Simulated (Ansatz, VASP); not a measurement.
Sb in VASP and in Ansatz

Contents of INCAR:

```
ALGO = Normal
EDIFF = 1E-7
ENCUT = 520
GGA = PS
ISIF = 2
ISMEAR = -1
LASPH = T
LCHARG = F
LREAL = F
LWAVE = F
NBANDS = 8
NELM = 80
PREC = Accurate
SIGMA = 0.05
```

The input KPOINTS:

```
k-points
0
Gamma
  13 13 13
```

File POSCAR:

```
Sb
1.0
    3.1600000000     -0.0316000000     -0.0316000000
   -0.0316000000      3.1600000000     -0.0316000000
   -0.0316000000     -0.0316000000      3.1600000000
Sb
1
Direct
    0.0000000000      0.0000000000      0.0000000000
```

Input for Ansatz:

```yaml
crystal:
  lattice:
    - [3.16, -0.0316, -0.0316]
    - [-0.0316, 3.16, -0.0316]
    - [-0.0316, -0.0316, 3.16]
  atoms:
    - { symbol: Sb, position: [0.0, 0.0, 0.0] }
kpoints:
  mp_grid: { grid: [13, 13, 13] }
  band_path:
    path:
      - [0.0, 0.0, 0.0]
      - [0.5, 0.0, 0.0]
      - [0.5, -0.5, 0.5]
      - [0.4804921086, -0.5195078914, 0.4804921086]
      - [0.4804921086, 0.4804921086, 0.4804921086]
      - [0.0, 0.0, 0.0]
      - [0.5, -0.5, 0.0]
    npoints: 5
scf:
  occupations: { method: fermi_dirac, width: 0.05 }
hamiltonian:
  xc: pbesol
  pseudopotentials: { kind: all_electron, lapw: { basis_error: 0.001 } }
output:
  forces: true
  stress: true
  eigenvalues: true
```

Change from the starting cell: equal xy, yz and zx shear strains of -2 %.

Alike in both runs: task single point; functional PBEsol; k mesh 13 × 13 × 13; occupations fermi-dirac, width 0.05 eV; no spin polarisation.

|  | VASP | Ansatz |
| --- | --- | --- |
| version | VASP 6.6.1 | Ansatz 0.2.0 |
| potentials or method | VASP PAW PBE potentials, release 64 (Sb) | all-electron LAPW, scalar-relativistic |
| plane-wave cutoff (eV) | 520 | see its input |

|  | VASP | Ansatz | Ansatz less VASP |
| --- | --- | --- | --- |
| pressure (GPa) | -4.9 | -4.9 | -0.03 |
| largest component of the traceless stress (GPa) | 0.30 | 0.30 | +0.002 |

Ansatz ran all-electron here, so the differences hold the error of VASP's frozen core and of both bases.

Caveats: the PAW data sets were made with another functional, which shifts forces and pressure a little (VASP). Spin-orbit coupling is left out, which matters for the levels of Sb.
